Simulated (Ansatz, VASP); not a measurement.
**Two plane-wave programs on CoO**

```
CELL_PARAMETERS angstrom
0.00000 2.12453 2.12453
2.12453 0.00000 2.12453
2.12453 2.12453 0.00000
ATOMIC_POSITIONS crystal
Co 0.00000 0.00000 0.00000
O 0.50000 0.50000 0.50000
```

Alike in both runs: task single point; functional PBE; k mesh 14 × 14 × 14; occupations gaussian, width 0.05 eV; no spin polarisation.

|  | VASP | Ansatz |
| --- | --- | --- |
| version | VASP 6.6.1 | Ansatz 0.2.0 |
| potentials or method | VASP PAW PBE potentials, release 64 (Co, O) | scalar-relativistic, plane waves, PAW |
| plane-wave cutoff (eV) | 520 | 420 |
| valence electrons in the cell | 15 | 23 |

|  | VASP | Ansatz | Ansatz less VASP |
| --- | --- | --- | --- |
| gap on the k mesh at the Fermi level (eV) | none | none | - |
| pressure (GPa) | -18.7 | -18.6 | +0.10 |

A gap of «none» marks a metal or a gap that the smearing closes. The two sets of potentials don't hold the same shells in valence.

Caveats: so large a pressure means that the cell lies far from this level's equilibrium, or that cutoff or potentials fall short (VASP); an odd number of electrons without spin polarisation forces a metal; a magnetic or distorted state may lie lower; the run has no spin polarisation, though such a crystal can be magnetic; semilocal functionals often make such compounds metallic where correlation or magnetic order opens a gap, which also shifts bond lengths. Spin polarisation is off, so any magnetic state and its effect on volume and gap are missing.
